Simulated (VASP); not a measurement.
# TePb (Fm-3m) in VASP: band structure with HSE03

Aim: the band structure of TePb with HSE03.

Program: VASP 6.6.1. These are calculated values, not measurements. Logs are shortened: lines on timing, memory, paths and dates and some standing lists are left out, and cuts for length are marked.

**The experiment to reproduce.**

A printed reference work, monograph reports, for a bulk crystal of TePb at 4.2 K: band gap 0.19 eV (direct).

The runs below are set against these values where they give the same quantity.

### Step 1. The crystal as given

The structure is cubic, space group Fm-3m (No. 225). Conventional cell: a = 6.462 Å, b = 6.462 Å, c = 6.462 Å, α = 90.00°, β = 90.00°, γ = 90.00°. Pb (site symmetry m-3m) is surrounded by 6 Te at 3.23 Å. Te (site symmetry m-3m) has 6 Pb at 3.23 Å as nearest neighbours.

### Step 2. Band structure, HSE03

Input file POSCAR:

```
TePb
1.0
    0.0000000000      3.2310000000      3.2310000000
    3.2310000000      0.0000000000      3.2310000000
    3.2310000000      3.2310000000      0.0000000000
Pb Te
1 1
Direct
    0.0000000000      0.0000000000      0.0000000000
    0.5000000000      0.5000000000      0.5000000000
```

Input file INCAR.step1:

```
SYSTEM = TePb
PREC = Accurate ; ENCUT = 520
EDIFF = 1E-5 ; ISMEAR = 0
SIGMA = 0.02 ; LREAL = .FALSE.
LASPH = .TRUE. ; NELM = 80
ALGO = Normal ; ISIF = 2
LWAVE = .TRUE. ; LCHARG = .FALSE.
GGA = PE ; KPAR = 4
```

Input file INCAR.step2:

```
SYSTEM = TePb
PREC = Accurate ; ENCUT = 520
EDIFF = 1E-6 ; ISMEAR = 0
SIGMA = 0.02 ; LREAL = .FALSE.
LASPH = .TRUE. ; NELM = 80
ALGO = Normal ; ISIF = 2
LWAVE = .FALSE. ; LCHARG = .FALSE.
GGA = PE ; LHFCALC = .TRUE.
HFSCREEN = 0.3 ; PRECFOCK = Fast
ISTART = 1 ; KPAR = 4
```

Input file KPOINTS:

```
Automatic mesh
0
G
  6 6 6
  0 0 0
```

Input file KPOINTS_OPT:

```
path GXWKGLUWLK,UX
8
line-mode
reciprocal
 0.0000000000  0.0000000000  0.0000000000  G
 0.5000000000  0.0000000000  0.5000000000  X

 0.5000000000  0.0000000000  0.5000000000  X
 0.5000000000  0.2500000000  0.7500000000  W

 0.5000000000  0.2500000000  0.7500000000  W
 0.3750000000  0.3750000000  0.7500000000  K

 0.3750000000  0.3750000000  0.7500000000  K
 0.0000000000  0.0000000000  0.0000000000  G

 0.0000000000  0.0000000000  0.0000000000  G
 0.5000000000  0.5000000000  0.5000000000  L

 0.5000000000  0.5000000000  0.5000000000  L
 0.6250000000  0.2500000000  0.6250000000  U

 0.6250000000  0.2500000000  0.6250000000  U
 0.5000000000  0.2500000000  0.7500000000  W

 0.5000000000  0.2500000000  0.7500000000  W
 0.5000000000  0.5000000000  0.5000000000  L

 0.5000000000  0.5000000000  0.5000000000  L
 0.3750000000  0.3750000000  0.7500000000  K

 0.6250000000  0.2500000000  0.6250000000  U
 0.5000000000  0.0000000000  0.5000000000  X
```

Potentials or basis: VASP PAW PBE potentials, release 64 (Pb_d, Te).

Run with:

```console
cat potpaw_PBE.64/Pb_d/POTCAR potpaw_PBE.64/Te/POTCAR > POTCAR
cp INCAR.step1 INCAR
mpirun -np 4 vasp_std > vasp.out
cp INCAR.step2 INCAR
mpirun -np 4 vasp_std > vasp.out
```

OUTCAR:

```text
SYSTEM = TePb
   PREC = Accurate
   ENCUT = 520
   EDIFF = 1E-6
   ISMEAR = 0
   LREAL = .FALSE.
   LASPH = .TRUE.
   NELM = 80
   ISIF = 2
   GGA = PE
   LHFCALC = .TRUE.
   HFSCREEN = 0.3
   PRECFOCK = Fast
   ISTART = 1

 ion  position               nearest neighbor table
   1  0.000  0.000  0.000-   2 3.23   2 3.23   2 3.23   2 3.23   2 3.23   2 3.23
   2  0.500  0.500  0.500-   1 3.23   1 3.23   1 3.23   1 3.23   1 3.23   1 3.23

  LATTYP: Found a face centered cubic cell.
 ALAT       =     6.4620000000

  Lattice vectors:

 A1 = (   0.0000000000,   3.2310000000,   3.2310000000)
 A2 = (   3.2310000000,   0.0000000000,   3.2310000000)
 A3 = (   3.2310000000,   3.2310000000,   0.0000000000)

Analysis of symmetry for initial positions (statically):
=====================================================================
 Subroutine PRICEL returns:
 Original cell was already a primitive cell.

 Routine SETGRP: Setting up the symmetry group for a
 face centered cubic supercell.

 Subroutine GETGRP returns: Found 48 space group operations
 (whereof 48 operations were pure point group operations)
 out of a pool of 48 trial point group operations.

The static configuration has the point symmetry O_h .

Analysis of symmetry for dynamics (positions and initial velocities):
=====================================================================
 Subroutine PRICEL returns:
 Original cell was already a primitive cell.

 Routine SETGRP: Setting up the symmetry group for a
 face centered cubic supercell.

 Subroutine GETGRP returns: Found 48 space group operations
 (whereof 48 operations were pure point group operations)
 out of a pool of 48 trial point group operations.

The dynamic configuration has the point symmetry O_h .

 Subroutine INISYM returns: Found 48 space group operations
 (whereof 48 operations are pure point group operations),
 and found     1 'primitive' translations

----------------------------------------------------------------------------------------

                                     Primitive cell

  volume of cell :      67.4592

  direct lattice vectors                    reciprocal lattice vectors
     0.000000000  3.231000000  3.231000000    -0.154750851  0.154750851  0.154750851
     3.231000000  0.000000000  3.231000000     0.154750851 -0.154750851  0.154750851
     3.231000000  3.231000000  0.000000000     0.154750851  0.154750851 -0.154750851

  length of vectors
[... 93 lines left out ...]
     AMIX_MAG =   1.60;   BMIX_MAG =  1.00
  volume/ion in A,a.u.               =      33.73       227.62
  Fermi-wavevector in a.u.,A,eV,Ry     =   1.091619  2.062861 16.213147  1.191633
  Thomas-Fermi vector in A             =   2.227868
   LORBIT       =      0    0 simple, 1 ext, 2 COOP (PROOUT), +10 PAW based schemes
   GGA     = PE    functional components
   LHFCALC =     T    Hartree Fock is set to
   PRECFOCK=fast      Normal, Fast or Accurate (Low or Medium for compatibility)
   ENCUT4O =  -1.0   cutoff for four orbital integrals eV
   NKREDX  =     1    reduce k-point grid by
   NKREDY  =     1    reduce k-point grid by
   NKREDZ  =     1    reduce k-point grid by
   AEXX    =    0.2500 exact exchange contribution
   HFSCREEN=    0.3000 screening length (either q_TF or 0.3 A-1)
   HFSCREENC=   0.3000 screening length for correlation (either q_TF or 0.3 A-1)
   ENCUTFOCK=  -1.0 apply spherical cutoff to Coloumb kernel
   IVDW    =     0    specifies the selected vdW correction
   LEPSILON=     F    determine dielectric tensor
   LRPA    =     F    only Hartree local field effects (RPA)
 non-spin polarized calculation
 Gauss-broadening in eV      SIGMA  =   0.02
  energy-cutoff  :      520.00
  volume of cell :       67.46
 maximum number of plane-waves:      1853
 NGX is ok and might be reduce to    36
  NGX = 20; NGY = 20; NGZ = 20

 number of electron      20.0000003 magnetization

 Free energy of the ion-electron system (eV)
  ---------------------------------------------------
  ext. energy  EPLUGINS =         0.00000000
  ---------------------------------------------------
  free energy    TOTEN  =        -8.66407189 eV

  energy without entropy =       -8.66407189  energy(sigma->0) =       -8.66407189

 E-fermi :   5.5211     XC(G=0):  -7.8968

 val. band max:        5.4294335593   @ k =   0.5000   0.0000   0.0000
 cond. band min:       6.3917062846   @ k =   0.5000   0.0000   0.0000
 fundamental gap:      0.9622727253
 Fermi energy:         5.5210571930

 k-point     1 :       0.0000    0.0000    0.0000
  band No.  band energies     occupation
      1     -13.0050      2.00000
      2     -13.0050      2.00000
      3     -12.9872      2.00000
      4     -12.9872      2.00000
      5     -12.9872      2.00000
      6      -7.7220      2.00000
      7      -0.4502      2.00000
      8       3.8699      2.00000
      9       3.8699      2.00000
     10       3.8699      2.00000
     11      10.0058      0.00000
     12      10.0058      0.00000
     13      10.0058      0.00000
     14      11.6310      0.00000
[... 241 lines left out ...]
      1     -13.0578      2.00000
      2     -13.0038      2.00000
      3     -12.9885      2.00000
      4     -12.9707      2.00000
      5     -12.9612      2.00000
      6      -5.7424      2.00000
      7      -2.9535      2.00000
      8       0.8235      2.00000
      9       1.7151      2.00000
     10       4.0122      2.00000
     11       8.5747      0.00000
     12      10.1113      0.00000
     13      11.9968      0.00000
     14      12.0793      0.00000

------------------------ aborting loop because EDIFF is reached ----------------------------------------

  FORCE on cell =-STRESS in cart. coord.  units (eV):
  Direction    XX          YY          ZZ          XY          YZ          ZX
  --------------------------------------------------------------------------------------
  -------------------------------------------------------------------------------------
  Total        0.4491211      0.4491211      0.4491211      0.0000000      0.0000000     -0.0000000
  in kB       10.6667769     10.6667769     10.6667769      0.0000000      0.0000000     -0.0000000
  external PRESSURE =      10.6667769 kB  Pullay stress =       0.0000000 kB

 VOLUME and BASIS-vectors are now :
 -----------------------------------------------------------------------------
  energy-cutoff  :      520.00
  volume of cell :       67.46
      direct lattice vectors                 reciprocal lattice vectors
     0.000000000  3.231000000  3.231000000    -0.154750851  0.154750851  0.154750851
     3.231000000  0.000000000  3.231000000     0.154750851 -0.154750851  0.154750851
     3.231000000  3.231000000  0.000000000     0.154750851  0.154750851 -0.154750851

 POSITION                                       TOTAL-FORCE (eV/Angst)
 -----------------------------------------------------------------------------------
      0.00000      0.00000      0.00000         0.000000     -0.000000      0.000000
      3.23100      3.23100      3.23100        -0.000000      0.000000     -0.000000
 -----------------------------------------------------------------------------------
    total drift:                               -0.000000      0.000000     -0.000000

  FREE ENERGIE OF THE ION-ELECTRON SYSTEM (eV)
  ---------------------------------------------------
  free  energy   TOTEN  =        -8.6640718907 eV

  energy  without entropy=       -8.6640718907  energy(sigma->0) =       -8.66407189
```

OSZICAR.step1:

```text
N       E                     dE             d eps       ncg     rms          rms(c)
DAV:   1     0.157335731238E+03    0.15734E+03   -0.94437E+03   454   0.140E+03
DAV:   2     0.410868043943E+01   -0.15323E+03   -0.15003E+03   460   0.349E+02
DAV:   3    -0.730278584152E+01   -0.11411E+02   -0.11367E+02   574   0.103E+02
DAV:   4    -0.761456786608E+01   -0.31178E+00   -0.31167E+00   578   0.198E+01
DAV:   5    -0.762348010641E+01   -0.89122E-02   -0.89121E-02   574   0.301E+00    0.335E+00
DAV:   6    -0.750363882007E+01    0.11984E+00   -0.28492E-01   610   0.433E+00    0.210E+00
DAV:   7    -0.750035729695E+01    0.32815E-02   -0.90318E-02   560   0.173E+00    0.936E-01
DAV:   8    -0.750207838034E+01   -0.17211E-02   -0.10074E-02   514   0.119E+00    0.149E-01
DAV:   9    -0.750203757831E+01    0.40802E-04   -0.10964E-03   642   0.402E-01    0.596E-02
DAV:  10    -0.750208215853E+01   -0.44580E-04   -0.13059E-04   496   0.942E-02    0.203E-02
DAV:  11    -0.750208962387E+01   -0.74653E-05   -0.33784E-05   490   0.545E-02
   1 F= -.75020896E+01 E0= -.75020896E+01  d E =-.116639E-28
```

Wall time 21 min (4 MPI ranks of Intel Xeon 6975P-C (Granite Rapids), shared host); peak memory 0.41 GiB.

Results:

```
Free energy             : -8.6641 eV
Pressure                : 1.1 GPa
Band gap on the k mesh  : 0.96 eV, direct
Band gap along the path : 0.96 eV, direct
```

Levels at the corners of the path, in eV from the valence-band top:
| point | band 7 | band 8 | band 9 | band 10 | band 11 | band 12 | band 13 | band 14 |
| --- | --- | --- | --- | --- | --- | --- | --- | --- |
| Γ | -5.88 | -1.56 | -1.56 | -1.56 | 4.58 | 4.58 | 4.58 | 6.20 |
| X | -7.77 | -4.97 | -3.13 | -3.13 | 3.57 | 6.07 | 6.07 | 7.39 |
| X | -7.77 | -4.97 | -3.13 | -3.13 | 3.57 | 6.07 | 6.07 | 7.39 |
| W | -8.56 | -4.19 | -4.19 | -0.47 | 1.96 | 5.68 | 5.68 | 7.45 |
| W | -8.56 | -4.19 | -4.19 | -0.47 | 1.96 | 5.68 | 5.68 | 7.45 |
| K | -8.55 | -4.55 | -2.58 | -2.28 | 3.96 | 4.20 | 5.54 | 6.53 |
| K | -8.55 | -4.55 | -2.58 | -2.28 | 3.96 | 4.20 | 5.54 | 6.53 |
| Γ | -5.88 | -1.56 | -1.56 | -1.56 | 4.58 | 4.58 | 4.58 | 6.20 |
| Γ | -5.88 | -1.56 | -1.56 | -1.56 | 4.58 | 4.58 | 4.58 | 6.20 |
| L | -9.28 | -1.10 | -1.10 | 0.00 | 0.96 | 1.52 | 1.52 | 8.97 |
| L | -9.28 | -1.10 | -1.10 | 0.00 | 0.96 | 1.52 | 1.52 | 8.97 |
| U | -8.55 | -4.55 | -2.58 | -2.28 | 3.96 | 4.20 | 5.54 | 6.53 |
| U | -8.55 | -4.55 | -2.58 | -2.28 | 3.96 | 4.20 | 5.54 | 6.53 |
| W | -8.56 | -4.19 | -4.19 | -0.47 | 1.96 | 5.68 | 5.68 | 7.45 |
| W | -8.56 | -4.19 | -4.19 | -0.47 | 1.96 | 5.68 | 5.68 | 7.45 |
| L | -9.28 | -1.10 | -1.10 | 0.00 | 0.96 | 1.52 | 1.52 | 8.97 |
| L | -9.28 | -1.10 | -1.10 | 0.00 | 0.96 | 1.52 | 1.52 | 8.97 |
| K | -8.55 | -4.55 | -2.58 | -2.28 | 3.96 | 4.20 | 5.54 | 6.53 |
| U | -8.55 | -4.55 | -2.58 | -2.28 | 3.96 | 4.20 | 5.54 | 6.53 |
| X | -7.77 | -4.97 | -3.13 | -3.13 | 3.57 | 6.07 | 6.07 | 7.39 |

Caveat: the PAW data sets were made with another functional, which shifts forces and pressure a little; spin-orbit coupling is left out, which as a rule narrows the gap of such compounds by several tenths of an eV.

### Step 3. How close it comes

Step 2. Against the measured gap of TePb, 0.19 eV (direct; 4.2 K; a printed reference work, monograph), the calculated 0.96 eV is off by +0.77 eV. Spin-orbit coupling on Pb, Te is left out. The value is that of HSE03, without temperature or zero-point motion.
